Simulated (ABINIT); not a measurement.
# HfO2 (Fm-3m) in ABINIT: settings compared, part 2 of 2

ABINIT 10.8.3 (patched build).

## 3. Band structure, rPW86PBE

File run.abi:

```
# Datasets: ground state, then fixed potential
ndtset 2

# Pseudopotentials
pp_dirpath "./"
pseudos "Hf.GGA_PBE-JTH.xml, O.GGA_PBE-JTH.xml"

# Structure
acell 6.8348581746 6.8348581746 6.8348581746
rprim
     0.0000000000     0.7071067812     0.7071067812
     0.7071067812     0.0000000000     0.7071067812
     0.7071067812     0.7071067812     0.0000000000
ntypat 2
znucl 72 8
natom 3
typat 1 2 2
xcart
     0.0000000000     0.0000000000     0.0000000000
     7.2494618456     7.2494618456     7.2494618456
     2.4164872819     2.4164872819     2.4164872819

# Plane-wave basis
ecut 23.0
pawecutdg 45.0

# Exchange and correlation
ixc -144130

# Bands and occupations
occopt 3
tsmear 0.00183747

# SCF cycle
nstep 100

# Output
iomode 3
prtwf 0
prteig 0
prtebands 0
enunit 1
prtden1 1

# Dataset 1
kptopt1 1
ngkpt1 9 9 9
nshiftk1 1
shiftk1 0.0 0.0 0.0
nband1 16
tolvrs1 1.0e-9

# Dataset 2: bands along G-X-W-K-G-L-U-W-L-K
iscf2 -2
getden2 1
nband2 20
nbdbuf2 2
tolwfr2 1.0e-12
kptopt2 -9
ndivsm2 8
prteig2 1
prtvol2 -3
kptbounds2
     0.0000000000     0.0000000000     0.0000000000
     0.5000000000     0.0000000000     0.5000000000
     0.5000000000     0.2500000000     0.7500000000
     0.3750000000     0.3750000000     0.7500000000
     0.0000000000     0.0000000000     0.0000000000
     0.5000000000     0.5000000000     0.5000000000
     0.6250000000     0.2500000000     0.6250000000
     0.5000000000     0.2500000000     0.7500000000
     0.5000000000     0.5000000000     0.5000000000
     0.3750000000     0.3750000000     0.7500000000
```

Potentials or basis: JTH PAW PBE v2.0.

On the command line:

```console
$ abinit run.abi > log 2>&1
```

run.abo:

```text
.Version 10.8.3 of ABINIT
 DATASET    1 : space group Fm -3 m (#225); Bravais cF (face-center cubic)
================================================================================
 Values of the parameters that define the memory need for DATASET  1.
     intxc =       0    ionmov =       0      iscf =      17    lmnmax =      18
     lnmax =       6     mgfft =      30  mpssoang =       3    mqgrid =    3001
     natom =       3  nloc_mem =       2    nspden =       1   nspinor =       1
    nsppol =       1      nsym =      48    n1xccc =       1    ntypat =       2
    occopt =       3   xclevel =       2
       mpw =        1218          nfft =       27000          nkpt =          35
 PAW method is used; the additional fine FFT grid is defined by:
   mgfftf=        45    nfftf =     91125
================================================================================
================================================================================

 DATASET    2 : space group Fm -3 m (#225); Bravais cF (face-center cubic)
================================================================================
 Values of the parameters that define the memory need for DATASET  2.
     intxc =       0    ionmov =       0      iscf =      -2    lmnmax =      18
     lnmax =       6     mgfft =      30  mpssoang =       3    mqgrid =    3001
     natom =       3  nloc_mem =       2    nspden =       1   nspinor =       1
    nsppol =       1      nsym =      48    n1xccc =       1    ntypat =       2
    occopt =       3   xclevel =       2
       mpw =        1243          nfft =       27000          nkpt =         139
 PAW method is used; the additional fine FFT grid is defined by:
   mgfftf=        45    nfftf =     91125
================================================================================
================================================================================

--------------------------------------------------------------------------------
------------- Echo of variables that govern the present computation ------------
--------------------------------------------------------------------------------
 -outvars: echo values of preprocessed input variables --------
            acell      6.8348581746E+00  6.8348581746E+00  6.8348581746E+00 Bohr
              amu      1.78490000E+02  1.59994000E+01
             ecut      2.30000000E+01 Hartree
           enunit           1
           getden1          0
           getden2          1
             iscf1         17
             iscf2         -2
              ixc     -144130
           jdtset        1    2
           kptopt1          1
           kptopt2         -9
         kptrlatt        9    0    0      0    9    0      0    0    9
          kptrlen1     6.15137236E+01
          kptrlen2     3.00000000E+01
            natom           3
            nband1         16
            nband2         20
           nbdbuf1          0
           nbdbuf2          2
           ndtset           2
           ndivsm1          0
           ndivsm2          8
            ngfft          30      30      30
          ngfftdg          45      45      45
             nkpt1         35
             nkpt2        139
            nstep         100
             nsym          48
           ntypat           2
[... 1380 lines left out ...]
  6.57E-13  6.96E-13  1.87E-13  3.85E-13  3.24E-13  5.35E-13  8.34E-13  9.34E-13
  1.69E-13  8.36E-13  3.98E-13  5.93E-13  4.49E-13  4.26E-13  5.18E-13  5.09E-13
  4.96E-13  4.90E-13  5.00E-11  3.84E-10
 -2.2450E+00 -1.1004E+00 -1.0959E+00 -1.0917E+00 -6.1588E-01 -6.0734E-01
 -2.0371E-01 -1.4041E-01 -1.1649E-01 -7.6779E-02 -4.4502E-02 -9.7450E-03
  1.5877E-01  1.9706E-01  2.4998E-01  2.7241E-01  3.0458E-01  4.6268E-01
  4.9929E-01  5.3384E-01

--- !ResultsGS
iteration_state: {dtset: 2, }
comment   : Summary of ground state results
lattice_vectors:
- [  0.0000000,   4.8329746,   4.8329746, ]
- [  4.8329746,   0.0000000,   4.8329746, ]
- [  4.8329746,   4.8329746,   0.0000000, ]
lattice_lengths: [   6.83486,    6.83486,    6.83486, ]
lattice_angles: [ 60.000,  60.000,  60.000, ] # degrees, (23, 13, 12)
lattice_volume:   2.2577379E+02
convergence: {deltae:  0.000E+00, res2:  0.000E+00, residm:  9.993E-13, diffor:  0.000E+00, }
etotal    :  -8.26784026E+01
entropy   :   0.00000000E+00
fermie    :   8.75972184E-02
cartesian_stress_tensor: null
pressure_GPa: null
xred      :
- [  0.0000E+00,   0.0000E+00,   0.0000E+00, Hf]
- [  7.5000E-01,   7.5000E-01,   7.5000E-01,  O]
- [  2.5000E-01,   2.5000E-01,   2.5000E-01,  O]
cartesian_forces: null
force_length_stats: {min: null, max: null, mean: null, }
...

 Integrated electronic density in atomic spheres:
 ------------------------------------------------
 Atom  Sphere_radius  Integrated_density
    1        2.41119          9.34772022
    2        1.41465          4.63554331
    3        1.41465          4.63554331

================================================================================

 ----iterations are completed or convergence reached----

 Mean square residual over all n,k,spin=   51.102E-14; max=  99.926E-14
 reduced coordinates (array xred) for    3 atoms
       0.000000000000      0.000000000000      0.000000000000
       0.750000000000      0.750000000000      0.750000000000
       0.250000000000      0.250000000000      0.250000000000

 cartesian coordinates (angstrom) at end:
    1      0.00000000000000     0.00000000000000     0.00000000000000
    2      3.83624999745262     3.83624999745262     3.83624999745262
    3      1.27874999915087     1.27874999915087     1.27874999915087
 length scales=  6.834858174600  6.834858174600  6.834858174600 bohr
              =  3.616851183299  3.616851183299  3.616851183299 angstroms
 Eigenvalues (   eV  ) for nkpt= 139  k points:
 kpt#   1, nband= 20, wtk=  1.00000, kpt=  0.0000  0.0000  0.0000 (reduced coord)
 -61.10600  -29.61856  -29.61856  -29.61856  -18.45535  -15.59965   -5.06665   -5.06665
  -5.06665   -0.53010   -0.53010   -0.53010    3.91010    3.91010    5.74304   10.16783
  10.16783   10.16783   14.11600   14.11600
 kpt#   2, nband= 20, wtk=  1.00000, kpt=  0.0217  0.0000  0.0217 (reduced coord)
 -61.10591  -29.62058  -29.61907  -29.61907  -18.44717  -15.60657   -5.06177   -5.06177
  -5.04748   -0.57731   -0.52903   -0.52903    3.91592    3.92940    5.77162   10.14585
  10.14585   10.15810   14.08809   14.13965
 kpt#   3, nband= 20, wtk=  1.00000, kpt=  0.0435  0.0000  0.0435 (reduced coord)
 -61.10568  -29.62673  -29.62057  -29.62057  -18.42275  -15.62711   -5.04714   -5.04714
  -4.99026   -0.71394   -0.52595   -0.52595    3.93331    3.98261    5.85604   10.08194
  10.08194   10.12890   13.99612   14.20871
 kpt#   4, nband= 20, wtk=  1.00000, kpt=  0.0652  0.0000  0.0652 (reduced coord)
 -61.10530  -29.63677  -29.62307  -29.62307  -18.38245  -15.66057   -5.02275   -5.02275
  -4.89574   -0.92667   -0.52150   -0.52150    3.96210    4.05903    5.99203    9.98156
   9.98156   10.08015   13.86629   14.31809
 kpt#   5, nband= 20, wtk=  1.00000, kpt=  0.0870  0.0000  0.0870 (reduced coord)
[... 525 lines left out ...]
  -3.27359   -2.18140   -1.17816   -0.60541    4.40881    5.26142    6.91625    7.50153
   8.45653   11.83669   13.20388   15.52710
 kpt# 137, nband= 20, wtk=  1.00000, kpt=  0.3929  0.3929  0.7143 (reduced coord)
 -61.09067  -29.92754  -29.83178  -29.69986  -16.78070  -16.53406   -5.33548   -3.89571
  -3.20390   -2.18797   -1.17744   -0.45873    4.37784    5.31155    6.89856    7.41990
   8.38794   12.13307   13.35201   15.11398
 kpt# 138, nband= 20, wtk=  1.00000, kpt=  0.3839  0.3839  0.7321 (reduced coord)
 -61.09047  -29.93398  -29.82975  -29.70338  -16.76446  -16.53245   -5.45020   -3.86249
  -3.16797   -2.15806   -1.19043   -0.34264    4.34800    5.34542    6.85435    7.39439
   8.33146   12.39745   13.48786   14.76009
 kpt# 139, nband= 20, wtk=  1.00000, kpt=  0.3750  0.3750  0.7500 (reduced coord)
 -61.09031  -29.94377  -29.82165  -29.70636  -16.75898  -16.52667   -5.54326   -3.82067
  -3.16976   -2.08926   -1.21095   -0.26517    4.32033    5.36222    6.80223    7.41275
   8.28796   12.59012   13.58643   14.52659

== END DATASET(S) ==============================================================
================================================================================

 -outvars: echo values of variables after computation  --------
            acell      6.8348581746E+00  6.8348581746E+00  6.8348581746E+00 Bohr
           etotal1    -8.2678402578E+01
            fcart1     4.3526591188E-31 -7.2544318646E-31  7.2544318646E-31
                       2.6115954713E-30  5.8035454917E-31 -3.1919500204E-30
                      -3.0468613831E-30  1.4508863729E-31  2.4665068340E-30
            rprim      0.0000000000E+00  7.0710678120E-01  7.0710678120E-01
                       7.0710678120E-01  0.0000000000E+00  7.0710678120E-01
                       7.0710678120E-01  7.0710678120E-01  0.0000000000E+00
           strten1    -4.1414713845E-05 -4.1414713845E-05 -4.1414713845E-05
                       0.0000000000E+00  0.0000000000E+00  0.0000000000E+00
           xangst      0.0000000000E+00  0.0000000000E+00  0.0000000000E+00
                       3.8362499975E+00  3.8362499975E+00  3.8362499975E+00
                       1.2787499992E+00  1.2787499992E+00  1.2787499992E+00
             xred      0.0000000000E+00  0.0000000000E+00  0.0000000000E+00
                       7.5000000000E-01  7.5000000000E-01  7.5000000000E-01
                       2.5000000000E-01  2.5000000000E-01  2.5000000000E-01
 Calculation completed.
```

Wall time 81 s (1 thread of Arm Neoverse V2, shared host); peak memory 0.16 GiB.

Results:

- Free energy: -2249.7939 eV
- Pressure: 1.2 GPa
- Band gap on the k mesh: 3.86 eV, indirect (least direct gap 3.97 eV)
- Band gap along the path: 3.75 eV, direct
- Valence electrons inside the program's atomic spheres: Hf 9.35; O 4.64

Levels at the corners of the path, in eV from the valence-band top:
| point | band 8 | band 9 | band 10 | band 11 | band 12 | band 13 | band 14 | band 15 | band 16 | band 17 |
| --- | --- | --- | --- | --- | --- | --- | --- | --- | --- | --- |
| Γ | -5.13 | -5.13 | -0.59 | -0.59 | -0.59 | 3.85 | 3.85 | 5.68 | 10.11 | 10.11 |
| X | -3.35 | -3.35 | -1.47 | -1.47 | 0.00 | 3.75 | 5.37 | 6.46 | 7.96 | 7.96 |
| W | -4.87 | -2.47 | -2.47 | -1.34 | -0.20 | 4.74 | 5.04 | 6.90 | 6.90 | 8.10 |
| K | -3.88 | -3.23 | -2.15 | -1.27 | -0.32 | 4.26 | 5.30 | 6.74 | 7.35 | 8.23 |
| Γ | -5.13 | -5.13 | -0.59 | -0.59 | -0.59 | 3.85 | 3.85 | 5.68 | 10.11 | 10.11 |
| L | -4.13 | -2.97 | -2.63 | -1.77 | -1.77 | 4.53 | 4.53 | 6.79 | 9.05 | 9.12 |
| U | -3.88 | -3.23 | -2.15 | -1.27 | -0.32 | 4.26 | 5.30 | 6.74 | 7.35 | 8.23 |
| W | -4.87 | -2.47 | -2.47 | -1.34 | -0.20 | 4.74 | 5.04 | 6.90 | 6.90 | 8.10 |
| L | -4.13 | -2.97 | -2.63 | -1.77 | -1.77 | 4.53 | 4.53 | 6.79 | 9.05 | 9.12 |
| K | -3.88 | -3.23 | -2.15 | -1.27 | -0.32 | 4.26 | 5.30 | 6.74 | 7.35 | 8.23 |

Caveat: the PAW data sets were made with another functional, which shifts forces and pressure a little; spin-orbit coupling is left out, which moves the levels of the heavy elements; the mesh misses the band edges, which the band path finds closer together.

## 4. Band structure, PBE

Changes to run.abi since step 3:

```diff
@@ -1,10 +1,7 @@
-# Datasets: ground state, then fixed potential
 ndtset 2
 
-# Pseudopotentials
 pp_dirpath "./"
-pseudos "Hf.GGA_PBE-JTH.xml, O.GGA_PBE-JTH.xml"
+pseudos "Hf_ONCV_PBE-1.2.upf, O_ONCV_PBE-1.2.upf"
 
-# Structure
-acell 6.8348581746 6.8348581746 6.8348581746
+acell 3.6168511858 3.6168511858 3.6168511858 Angstrom
 rprim
@@ -22,17 +19,11 @@
 
-# Plane-wave basis
-ecut 23.0
-pawecutdg 45.0
+ecut 42.0
 
-# Exchange and correlation
-ixc -144130
+ixc 11
 
-# Bands and occupations
 occopt 3
-tsmear 0.00183747
+tsmear 0.05 eV
 
-# SCF cycle
 nstep 100
 
-# Output
 iomode 3
@@ -41,6 +32,4 @@
 prtebands 0
-enunit 1
 prtden1 1
 
-# Dataset 1
 kptopt1 1
@@ -49,9 +38,8 @@
 shiftk1 0.0 0.0 0.0
-nband1 16
-tolvrs1 1.0e-9
+nband1 23
+tolvrs1 1.0e-10
 
-# Dataset 2: bands along G-X-W-K-G-L-U-W-L-K
 iscf2 -2
 getden2 1
-nband2 20
+nband2 27
 nbdbuf2 2
@@ -59,5 +47,4 @@
 kptopt2 -9
-ndivsm2 8
+ndivsm2 6
 prteig2 1
-prtvol2 -3
 kptbounds2
```

Potentials or basis: SG15 NC PBE v1.2.

On the command line:

```console
$ abinit run.abi > log 2>&1
```

It took 4.3 min on 1 thread of Arm Neoverse V2, shared host; peak memory 0.19 GiB.

Results (log left out):

```yaml
Free_energy: -6963.2928 eV
Pressure: -3.2 GPa
Band_gap_on_the_k_mesh: 3.79 eV, indirect (least direct gap 3.90 eV)
Band_gap_along_the_path: 3.68 eV, direct
Valence_electrons_inside_the_program's_atomic_spheres: Hf 22.03; O 6.35
```

Levels at the corners of the path, in eV from the valence-band top:
| point | band 15 | band 16 | band 17 | band 18 | band 19 | band 20 | band 21 | band 22 | band 23 | band 24 |
| --- | --- | --- | --- | --- | --- | --- | --- | --- | --- | --- |
| Γ | -5.21 | -5.21 | -0.60 | -0.60 | -0.60 | 3.77 | 3.77 | 5.59 | 10.11 | 10.11 |
| X | -3.40 | -3.40 | -1.52 | -1.52 | 0.00 | 3.68 | 5.30 | 6.43 | 7.95 | 7.95 |
| W | -4.96 | -2.52 | -2.52 | -1.39 | -0.20 | 4.67 | 4.97 | 6.88 | 6.88 | 8.09 |
| K | -3.95 | -3.29 | -2.20 | -1.32 | -0.33 | 4.20 | 5.23 | 6.71 | 7.33 | 8.22 |
| Γ | -5.21 | -5.21 | -0.60 | -0.60 | -0.60 | 3.77 | 3.77 | 5.59 | 10.11 | 10.11 |
| L | -4.20 | -3.05 | -2.66 | -1.80 | -1.80 | 4.47 | 4.47 | 6.78 | 8.94 | 9.10 |
| U | -3.95 | -3.29 | -2.20 | -1.32 | -0.33 | 4.20 | 5.23 | 6.71 | 7.33 | 8.22 |
| W | -4.96 | -2.52 | -2.52 | -1.39 | -0.20 | 4.67 | 4.97 | 6.88 | 6.88 | 8.09 |
| L | -4.20 | -3.05 | -2.66 | -1.80 | -1.80 | 4.47 | 4.47 | 6.78 | 8.94 | 9.10 |
| K | -3.95 | -3.29 | -2.20 | -1.32 | -0.33 | 4.20 | 5.23 | 6.71 | 7.33 | 8.22 |

Caveat: spin-orbit coupling is left out, which moves the levels of the heavy elements; the mesh misses the band edges, which the band path finds closer together.

## 5. Band structure, PBEsol

Changes to run.abi since step 4:

```diff
@@ -1,6 +1,9 @@
+# Datasets: ground state, then fixed potential
 ndtset 2
 
+# Pseudopotentials
 pp_dirpath "./"
-pseudos "Hf_ONCV_PBE-1.2.upf, O_ONCV_PBE-1.2.upf"
+pseudos "Hf.GGA_PBE-JTH.xml, O.GGA_PBE-JTH.xml"
 
+# Structure
 acell 3.6168511858 3.6168511858 3.6168511858 Angstrom
@@ -14,11 +17,15 @@
 typat 1 2 2
-xcart
+xred
      0.0000000000     0.0000000000     0.0000000000
-     7.2494618456     7.2494618456     7.2494618456
-     2.4164872819     2.4164872819     2.4164872819
+     0.7500000000     0.7500000000     0.7500000000
+     0.2500000000     0.2500000000     0.2500000000
 
-ecut 42.0
+# Plane-wave basis
+ecut 625.861884 eV
+pawecutdg 45.0
 
-ixc 11
+# Exchange and correlation
+ixc -116133
 
+# Bands and occupations
 occopt 3
@@ -26,4 +33,6 @@
 
+# SCF cycle
 nstep 100
 
+# Output
 iomode 3
@@ -32,4 +41,6 @@
 prtebands 0
+enunit 1
 prtden1 1
 
+# Dataset 1
 kptopt1 1
@@ -38,8 +49,9 @@
 shiftk1 0.0 0.0 0.0
-nband1 23
-tolvrs1 1.0e-10
+nband1 16
+tolvrs1 1.0e-9
 
+# Dataset 2: bands along G-X-W-K-G-L-U-W-L-K
 iscf2 -2
 getden2 1
-nband2 27
+nband2 20
 nbdbuf2 2
@@ -47,3 +59,3 @@
 kptopt2 -9
-ndivsm2 6
+ndivsm2 8
 prteig2 1
```

Potentials or basis: JTH PAW PBE v2.0.

On the command line:

```console
$ abinit run.abi > log 2>&1
```

Wall time 83 s (1 thread of Arm Neoverse V2, shared host); peak memory 0.16 GiB.

Results (log left out):

* Free energy: -2245.2714 eV
* Pressure: -13.1 GPa
* Band gap on the k mesh: 3.71 eV, indirect (least direct gap 3.83 eV)
* Band gap along the path: 3.60 eV, direct
* Valence electrons inside the program's atomic spheres: Hf 9.37; O 4.59

Levels at the corners of the path, in eV from the valence-band top:
```tsv
point	band 10	band 11	band 12	band 13	band 14	band 15
Γ	-0.61	-0.61	-0.61	3.72	3.72	5.43
X	-1.50	-1.50	0.00	3.60	5.31	6.36
W	-2.54	-1.37	-0.20	4.64	4.96	6.81
K	-2.20	-1.30	-0.33	4.14	5.23	6.65
Γ	-0.61	-0.61	-0.61	3.72	3.72	5.43
L	-2.72	-1.83	-1.83	4.43	4.43	6.72
U	-2.20	-1.30	-0.33	4.14	5.23	6.65
W	-2.54	-1.37	-0.20	4.64	4.96	6.81
L	-2.72	-1.83	-1.83	4.43	4.43	6.72
K	-2.20	-1.30	-0.33	4.14	5.23	6.65
```

Caveat: the PAW data sets were made with another functional, which shifts forces and pressure a little; spin-orbit coupling is left out, which moves the levels of the heavy elements; the mesh misses the band edges, which the band path finds closer together.

## 6. Overview

```tsv
task	level	potentials or basis	cutoff (eV)	fine-grid cutoff	gap on the mesh (eV)	pressure (GPa)
equation of state	revPBE+D3(BJ)	JTH PAW PBE v2.0	626	1224.51 eV	-	-
band structure	rPW86PBE	JTH PAW PBE v2.0	626	1224.51 eV	3.86	1.2
band structure	PBE	SG15 NC PBE v1.2	1143	-	3.79	-3.2
band structure	PBEsol	JTH PAW PBE v2.0	626	1224.51 eV	3.71	-13.1
```

Alike in all rows: no spin polarisation; cell as given; k mesh 9 × 9 × 9; smearing fermi-dirac 0.05 eV.

Caveats: the PAW data sets were made with another functional, which shifts forces and pressure a little (some runs); spin-orbit coupling is left out, which moves the levels of the heavy elements (some runs); the mesh misses the band edges, which the band path finds closer together (some runs); pressures at fixed basis lie under the slope of the energies (some runs).

Total energies depend on the potentials used, so only differences within one code and one set of settings carry meaning.
